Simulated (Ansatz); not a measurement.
# Ge (P4_32_12) in Ansatz: band structure with PBEsol

Aim: the band structure of Ge with PBEsol.

All numbers are computed with Ansatz 0.2.0; they aren't measurements. Logs are shortened: lines on timing, memory, paths and dates and some standing lists are left out, and cuts for length are marked.

**The experiment to reproduce.**

“Properties of the exotic metastable ST12 germanium allotrope”, 2017, pmc:5216117 reports, for a powder of Ge: band gap 0.74 ± 0.02 eV (optical).

The runs below are set against these values where they give the same quantity.

**1. The crystal as given**

It takes space group P4_32_12 (No. 96, tetragonal). Conventional cell: a = 5.930 Å, b = 5.930 Å, c = 6.980 Å, α = 90.00°, β = 90.00°, γ = 90.00°. Ge (site symmetry 1) has 4 Ge at 2.44 to 2.55 Å as nearest neighbours. Ge (site symmetry 2) has 4 Ge at 2.44 to 2.55 Å as nearest neighbours.

This isn't the form of Ge at room conditions, which is diamond.

**2. Band structure, PBEsol**

File input.yaml:

```yaml
crystal:
  lattice:
    - [5.93, 0.0, 0.0]
    - [0.0, 5.93, 0.0]
    - [0.0, 0.0, 6.98]
  atoms:
    - { symbol: Ge, position: [0.375, 0.1667, 0.75] }
    - { symbol: Ge, position: [0.3333, 0.875, 0.5] }
    - { symbol: Ge, position: [0.625, 0.8333, 0.25] }
    - { symbol: Ge, position: [0.6667, 0.125, 0.0] }
    - { symbol: Ge, position: [0.875, 0.3333, 0.5] }
    - { symbol: Ge, position: [0.8333, 0.625, 0.75] }
    - { symbol: Ge, position: [0.125, 0.6667, 0.0] }
    - { symbol: Ge, position: [0.1667, 0.375, 0.25] }
    - { symbol: Ge, position: [0.575, 0.425, 0.25] }
    - { symbol: Ge, position: [0.925, 0.925, 0.5] }
    - { symbol: Ge, position: [0.425, 0.575, 0.75] }
    - { symbol: Ge, position: [0.075, 0.075, 0.0] }
hamiltonian:
  xc: pbesol
  pseudopotentials: { kind: paw }
kpoints:
  mp_grid: { grid: [5, 5, 4] }
  band_path:
    path:
      - [[0.0, 0.0, 0.0], [0.0, 0.5, 0.0], [0.5, 0.5, 0.0], [0.0, 0.0, 0.0], [0.0, 0.0, 0.5], [0.0, 0.5, 0.5], [0.5, 0.5, 0.5], [0.0, 0.0, 0.5]]
      - [[0.0, 0.5, 0.0], [0.0, 0.5, 0.5]]
      - [[0.5, 0.5, 0.0], [0.5, 0.5, 0.5]]
    npoints: 10
scf:
  occupations: { method: fermi_dirac, width: 0.05 }
  n_extra_bands: 30
output:
  forces: true
  stress: true
  eigenvalues: true
  fatbands: true
  write_density: true
  write_potential: true
  elf: true
  volumetric_format: npy
```

Potentials or basis: Ansatz PAW.

Started as:

```console
ansatz run input.yaml --threads 4 --pin off --max-ram 11264MiB --backend cpu --events-out ev --progress --plain --runs-dir out
```

The log of the run:

```text
Warning: RAYON_NUM_THREADS=4 ignored (pool sized by the plan → 4); use --threads N
scf.n_extra_bands = 30 over 84 filled bands (N_el = 168.0): the run solves 114 bands
Engine: ansatz 0.2.0, x86_64-unknown-linux-gnu
Pseudopotentials: kind: paw
Pseudopotential: Ge, paw, valence charge 14, recommended cutoff 420 eV (normal), Ge.paw.azcp
Functional definition: PBEsol
  exchange = pbesol_x
  correlation = pbesol_c
Crystal: 12 atoms, lattice volume = 245.451 Å³
Basis set: ecut = 420 eV, 4783 PW (Γ), exchange–correlation on 80×80×96 points (8 copies of the dense FFT grid, shifted against one another)
Bands: 114, of which v1, the nominal top of the filled ones, is band 84 counted from 1 (83 counted from 0)
Symmetry: 8 space group operations
Space group: P43212 (ITA 96), of the structure as read, at distance tolerance 6.3e-5 Å
k-points: 18 of 100 (time reversal used)
Non-local potential: Ge, projectors of the file, l = 0: 2, l = 1: 2, l = 2: 3, l = 3: 1
PAW form: soft (Blöchl's): semilocal exchange-correlation on the pseudo side does not see the compensation charge
PAW frozen core: Ge, regenerated for the run's functional, and the local potential with it (the file was generated under x = pbe(κ = 0.804, μ = 0.2195149727645171), c = pbe(β = 0.06672455060314922))
PAW one-centre angular grid: Ge, 590 points (default); XC on 64 Gauss nodes
Initial density: superposition of atomic densities (neutral atoms: chi_scale 0, normalization atom), corrected by the library's trained network
Initial wavefunctions: pseudopotential atomic-orbital guess
Functional: x = pbesol(κ = 0.804, μ = 0.12345679012345678), c = pbesol(β = 0.046)
SCF iter   1: F=—  HF=-51040.417967 eV  |F-HF|=—  |Δ(HF+E_count)|=         —  Δρ=1.87e-3  dr2=7.64e-3  ethr=1.77e-3  ⟨swp⟩=5.7  Hψ=7558  notcnv=0  defer=87
preconditioner: auto → Resta (q_TF=auto, 2.561 Å⁻¹)  ε∞=2.6  [insulator: Δε(μ)=0.673 eV  Ē_g=24.307 eV  σ=0.050 eV  W_gap=1.00  n_scr=80 (ndim 8)  ℏωp=30.7 eV  f_vac=0.000  D(μ)=0.01/eV (n_scr^D=0)  ε∞_Penn≈2.6]
SCF iter   2: F=—  HF=-51040.408182 eV  |F-HF|=—  |Δ(HF+E_count)|=   9.79e-3  Δρ=9.70e-4  dr2=1.88e-3  ethr=4.55e-6  ⟨swp⟩=2.5  Hψ=3898  notcnv=0  defer=183
SCF iter   3: F=—  HF=-51040.408016 eV  |F-HF|=—  |Δ(HF+E_count)|=   1.65e-4  Δρ=2.48e-4  dr2=1.03e-4  ethr=1.12e-6  ⟨swp⟩=2.0  Hψ=3189  notcnv=0  defer=183
SCF iter   4: F=—  HF=-51040.408065 eV  |F-HF|=—  |Δ(HF+E_count)|=   4.91e-5  Δρ=1.67e-4  dr2=3.35e-5  ethr=6.13e-8  ⟨swp⟩=2.0  Hψ=3189  notcnv=0  defer=183
SCF iter   5: F=—  HF=-51040.407997 eV  |F-HF|=—  |Δ(HF+E_count)|=   6.84e-5  Δρ=3.48e-5  dr2=1.66e-6  ethr=2.00e-8  ⟨swp⟩=2.0  Hψ=3189  notcnv=0  defer=183
SCF iter   6: F=—  HF=-51040.408191 eV  |F-HF|=—  |Δ(HF+E_count)|=   1.94e-4  Δρ=8.10e-6  dr2=1.53e-7  ethr=9.87e-10  ⟨swp⟩=2.0  Hψ=3189  notcnv=0  defer=183
SCF iter   7: F=-51040.408191 eV  HF=-51040.408191 eV  |F-HF|=7.19e-9  |Δ(HF+E_count)|=   1.04e-7  Δρ=2.39e-6  dr2=9.11e-9  ethr=5.95e-11  ⟨swp⟩=11.9  Hψ=12950  notcnv=0
SCF 1 converged in 7 iterations: F = -51040.408191 eV  dr2 = 9.11e-9
NSCF: frozen V_eff on 93 k-points
SCF converged after 7 iterations
Free energy (F): -51040.408191 eV
Harris-Foulkes:  -51040.408191 eV  (|F-HF|=7.19e-9)
Internal energy: -51040.407975 eV  (E = F + TS)
E sigma→0 (E₀):  -51040.408083 eV
Entropy (-TS):   -0.000216 eV (-0.018 meV/atom)
Fermi energy:    9.463574 eV
--- Per-component energies (eV) ---
  E_band       = -1601.993206
  E_kinetic    = 1337.729283
  E_local      = -27852.738006  (includes V_loc(G=0)·N_el)
  E_nonlocal   = 5034.923516
  E_hartree    = 12201.180372
  E_xc         = -900.997280
  E_vxc        = -778.387423  (∫ρ·V_xc dr)
  E_paw        = -23742.097532  (= ΣΔE_a)
  E_vpaw       = -3745.874009  (= ΣTr[D̂ρ^β])
  E_aug_tail   = 0.003653  (compensation charges beyond the density's cutoff)
  E_ewald      = -17129.427215
  E_core_change = 11.015235  (= ΣΔE_core)
  E_smearing   = -0.000216  (= −TS)
  E_closure    = 0.000000  (closes the sum)
  Σ components = -51040.408191   (vs F -51040.408191, Δ=0.00e0)
--- Forces (eV/Å), atoms counted from 1 ---
  atom   1  Ge    -0.33124237    -0.18606635     0.12043865
  atom   2  Ge     0.18606635    -0.33124237     0.12043865
  atom   3  Ge     0.33124237     0.18606635     0.12043865
  atom   4  Ge    -0.18606635     0.33124237     0.12043865
  atom   5  Ge    -0.33124237     0.18606635    -0.12043865
  atom   6  Ge     0.18606635     0.33124237    -0.12043865
  atom   7  Ge     0.33124237    -0.18606635    -0.12043865
  atom   8  Ge    -0.18606635    -0.33124237    -0.12043865
  atom   9  Ge     0.60368795    -0.60368795    -0.00000000
  atom  10  Ge    -0.60368795    -0.60368795     0.00000000
  atom  11  Ge    -0.60368795     0.60368795     0.00000000
  atom  12  Ge     0.60368795     0.60368795    -0.00000000
  max |Σ_I F_I| component: 1.39e-17 eV/Å
--- Stress (GPa, compression-positive) ---
        0.875819       0.000000       0.000000
        0.000000       0.875819      -0.000000
        0.000000      -0.000000      -0.123160
  P = ⅓ Tr σ = 0.5428 GPa (5.428 kbar)
--- Band table (eV; the first three rows and the last of 18) ---
  k-point 0: bands = ["-15.2005", "-15.1756", "-15.1756", "-15.1560", "-15.1535", "-15.1514", "-15.1514", "-15.1325", "-15.1197", "-15.1197", "-15.1145", "-15.1138", "-15.1099", "-15.0947", "-15.0637", "-15.0619", "-15.0619", "-15.0537", "-15.0469", "-15.0469", "-15.0407", "-15.0403", "-15.0400", "-15.0400", "-15.0213", "-15.0131", "-15.0080", "-15.0080", "-14.9913", "-14.9867", "-14.9867", "-14.9707", "-14.9606", "-14.9602", "-14.9602", "-14.9593", "-14.9500", "-14.9500", "-14.9396", "-14.9365", "-14.9331", "-14.9146", "-14.9122", "-14.9122", "-14.8922", "-14.8922", "-14.8739", "-14.8739", "-14.8675", "-14.8623", "-14.8599", "-14.8564", "-14.8520", "-14.8520", "-14.8430", "-14.8363", "-14.8261", "-14.7979", "-14.7979", "-14.7975", "-3.4139", "-0.9206", "-0.9206", "-0.2050", "0.4150", "0.5090", "0.5090", "2.9384", "3.2141", "3.2141", "3.6864", "3.7933", "5.3065", "5.4274", "5.4274", "5.8277", "5.9385", "6.2515", "6.2515", "7.2236", "8.2792", "8.2792", "8.2808", "9.0650", "10.5942", "10.5942", "10.6450", "11.5427", "12.5522", "12.8675", "13.0523", "13.1470", "13.6324", "13.6324", "13.9759", "13.9759", "14.9547", "15.2604", "15.8001", "15.8267", "15.8267", "16.1523", "16.5417", "16.5417", "16.6117", "17.0023", "17.0742", "17.0742", "17.6972", "17.6972", "17.7473", "18.4380", "18.4668", "18.6722"]
  k-point 1: bands = ["-15.2001", "-15.1879", "-15.1646", "-15.1553", "-15.1541", "-15.1538", "-15.1462", "-15.1369", "-15.1237", "-15.1168", "-15.1167", "-15.1158", "-15.1008", "-15.0854", "-15.0663", "-15.0625", "-15.0615", "-15.0539", "-15.0510", "-15.0478", "-15.0448", "-15.0410", "-15.0363", "-15.0360", "-15.0241", "-15.0147", "-15.0078", "-15.0068", "-14.9944", "-14.9892", "-14.9804", "-14.9801", "-14.9682", "-14.9651", "-14.9578", "-14.9545", "-14.9484", "-14.9436", "-14.9385", "-14.9348", "-14.9330", "-14.9230", "-14.9129", "-14.9018", "-14.8947", "-14.8863", "-14.8789", "-14.8720", "-14.8673", "-14.8655", "-14.8633", "-14.8523", "-14.8507", "-14.8497", "-14.8471", "-14.8378", "-14.8198", "-14.8024", "-14.7976", "-14.7963", "-3.2441", "-1.9376", "-0.1480", "0.0579", "0.1926", "0.5020", "1.0319", "2.3094", "2.7737", "3.6570", "3.7136", "3.7516", "4.6279", "4.8494", "6.1232", "6.2987", "6.5924", "6.7298", "6.7404", "7.0314", "7.8852", "8.2164", "8.2868", "8.3685", "10.9638", "11.1046", "11.2668", "11.5616", "11.6769", "11.7037", "12.0713", "12.2129", "13.2491", "13.9865", "14.6065", "14.7015", "15.1788", "15.3265", "15.5055", "15.5400", "15.7908", "16.1924", "16.2312", "16.4270", "16.7601", "16.9998", "17.3568", "17.5171", "17.6457", "17.7640", "18.4246", "18.4323", "18.8186", "18.9086"]
  k-point 2: bands = ["-15.1967", "-15.1967", "-15.1571", "-15.1571", "-15.1546", "-15.1546", "-15.1411", "-15.1411", "-15.1229", "-15.1229", "-15.1171", "-15.1171", "-15.0779", "-15.0779", "-15.0728", "-15.0728", "-15.0567", "-15.0567", "-15.0560", "-15.0560", "-15.0437", "-15.0437", "-15.0306", "-15.0306", "-15.0199", "-15.0199", "-15.0018", "-15.0018", "-14.9999", "-14.9999", "-14.9805", "-14.9805", "-14.9728", "-14.9728", "-14.9549", "-14.9549", "-14.9399", "-14.9399", "-14.9384", "-14.9384", "-14.9290", "-14.9290", "-14.9079", "-14.9079", "-14.8816", "-14.8816", "-14.8777", "-14.8777", "-14.8744", "-14.8744", "-14.8541", "-14.8541", "-14.8499", "-14.8499", "-14.8434", "-14.8434", "-14.8100", "-14.8100", "-14.7968", "-14.7968", "-2.7420", "-2.7420", "-0.0055", "-0.0055", "0.5756", "0.5756", "1.5447", "1.5447", "3.1170", "3.1170", "3.7103", "3.7103", "4.5485", "4.5485", "6.3808", "6.3808", "6.9487", "6.9487", "7.2709", "7.2709", "8.0190", "8.0190", "8.5207", "8.5207", "10.0087", "10.0087", "10.6360", "10.6360", "12.5325", "12.5325", "12.6387", "12.6387", "13.4365", "13.4365", "13.7596", "13.7596", "15.0558", "15.0558", "15.0849", "15.0849", "16.4661", "16.4661", "16.7358", "16.7358", "17.1730", "17.1730", "17.3652", "17.3652", "17.6158", "17.6158", "18.9019", "18.9019", "19.4905", "19.4905"]
  k-point 17: bands = ["-15.1812", "-15.1812", "-15.1773", "-15.1773", "-15.1449", "-15.1449", "-15.1432", "-15.1432", "-15.1096", "-15.1096", "-15.1038", "-15.1038", "-15.0969", "-15.0969", "-15.0861", "-15.0861", "-15.0593", "-15.0593", "-15.0493", "-15.0493", "-15.0353", "-15.0353", "-15.0266", "-15.0266", "-15.0069", "-15.0069", "-15.0019", "-15.0019", "-14.9863", "-14.9863", "-14.9797", "-14.9797", "-14.9655", "-14.9655", "-14.9560", "-14.9560", "-14.9343", "-14.9343", "-14.9263", "-14.9263", "-14.9204", "-14.9204", "-14.9140", "-14.9140", "-14.8988", "-14.8988", "-14.8901", "-14.8901", "-14.8703", "-14.8703", "-14.8697", "-14.8697", "-14.8504", "-14.8504", "-14.8470", "-14.8470", "-14.8210", "-14.8210", "-14.8083", "-14.8083", "-1.6389", "-1.6389", "-1.1362", "-1.1362", "-0.1849", "-0.1849", "0.2460", "0.2460", "4.1795", "4.1795", "4.6320", "4.6320", "6.3136", "6.3136", "6.7075", "6.7075", "7.1101", "7.1101", "7.5414", "7.5414", "7.9761", "7.9761", "8.3531", "8.3531", "10.4526", "10.4526", "10.8227", "10.8227", "11.5141", "11.5141", "11.9038", "11.9038", "12.4861", "12.4861", "13.0926", "13.0926", "14.0813", "14.0813", "14.6128", "14.6128", "15.4916", "15.4916", "15.8930", "15.8930", "16.6577", "16.6577", "17.0417", "17.0417", "18.0907", "18.0907", "18.7829", "18.7829", "19.4631", "19.4631"]
```

It took 54 s on 4 threads of Intel Xeon Platinum 8375C at 2.90GHz (Ice Lake), shared host; peak memory 2 GiB.

What came out:

| Item | Value |
| --- | --- |
| Free energy | -51040.4082 eV |
| Pressure | 0.5 GPa |
| Largest force | 0.854 eV/Å |
| Band gap on the k mesh | 0.67 eV, direct |
| Band gap along the path | 0.41 eV, direct |

Forces in eV/Å, atoms in the order of the input:
```
Ge  -0.331 -0.186  0.120
Ge   0.186 -0.331  0.120
Ge   0.331  0.186  0.120
Ge  -0.186  0.331  0.120
Ge  -0.331  0.186 -0.120
Ge   0.186  0.331 -0.120
Ge   0.331 -0.186 -0.120
Ge  -0.186 -0.331 -0.120
Ge   0.604 -0.604  0.000
Ge  -0.604 -0.604  0.000
Ge  -0.604  0.604  0.000
Ge   0.604  0.604  0.000
```

Stress tensor (GPa, compression positive):
```
 0.88  0.00  0.00
 0.00  0.88  0.00
 0.00  0.00 -0.12
```

Levels at the corners of the path, in eV from the valence-band top:
```
point  band 82  band 83  band 84  band 85  band 86  band 87
    Γ    -0.88    -0.88    -0.09     1.44     1.44     1.49
    X    -0.57    -0.14    -0.14     1.29     1.29     2.23
    M    -0.32    -0.04    -0.04     1.15     1.15     1.44
    Γ    -0.88    -0.88    -0.09     1.44     1.44     1.49
    Z    -1.14    -0.64    -0.64     0.85     0.85     1.48
    R    -0.82    -0.43    -0.43     0.74     0.74     1.41
    A    -1.07    -1.07    -1.07     1.20     1.20     1.20
    Z    -1.14    -0.64    -0.64     0.85     0.85     1.48
    X    -0.57    -0.14    -0.14     1.29     1.29     2.23
    R    -0.82    -0.43    -0.43     0.74     0.74     1.41
    M    -0.32    -0.04    -0.04     1.15     1.15     1.44
    A    -1.07    -1.07    -1.07     1.20     1.20     1.20
```

Caveat: the k mesh misses the band edges, so the gap on the mesh is wider than the one along the path; the PAW data sets come from PBE, with cores solved anew for the run's functional, which leaves a small shift of forces and pressure.

**3. For comparison**

An earlier run on the cell as given: functional PBEsol; potentials or basis Ansatz PAW; cutoff 420 eV (not typed: the program's choice for these potentials); k mesh 5 × 5 × 4; occupations fermi-dirac, width 0.05 eV; no spin polarisation.

* Pressure: 0.5 GPa
* Largest force: 0.854 eV/Å
* Band gap on the k mesh: 0.67 eV, direct

**4. Against experiment**

Step 2. Measured gap of Ge: 0.74 eV (optical; powder; “Properties of the exotic metastable ST12 germanium allotrope”, 2017, pmc:5216117). This calculation gives 0.41 eV (-0.33 eV). Spin-orbit coupling on Ge is left out. The value is that of PBEsol, without temperature or zero-point motion. Semilocal functionals fall short of measured gaps as a rule.
